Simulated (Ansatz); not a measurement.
Crystal: AgCl (Chlorargyrite).

```
Ag Cl
1.0
     0.00000    2.73500    2.73500
     2.73500    0.00000    2.73500
     2.73500    2.73500    0.00000
Ag Cl
1 1
Cartesian
  0.0000 0.0000 0.0000
  2.7350 2.7350 2.7350
```

Base run:

- Program: Ansatz 0.2.0
- Functional: PBEsol
- Potentials or basis: all-electron LAPW, scalar-relativistic
- Cutoff: 217 eV (chosen from the basis error)
- Basis error allowed: 0.001 eV/atom
- k mesh: 8 × 8 × 8
- Occupations: fermi-dirac, width 0.05 eV
- Spin: no spin polarisation
- Hubbard terms: Ag d U = 2 eV

Its results: band gap on the k mesh 1.15 eV, indirect (least direct gap 3.24 eV); pressure -0.2 GPa.

Q: The run is repeated on the same cell with these changes: hubbard terms from Ag d U = 2 eV to none. What comes out?

A: Band gap on the k mesh 0.73 eV, indirect (least direct gap 3.18 eV); pressure -0.7 GPa.

The U term pushes filled and empty states of the shell apart.

Caveats: U is the effective U less J, on atomic orbitals that reach past the spheres (some runs).

A k mesh can miss the band edges.
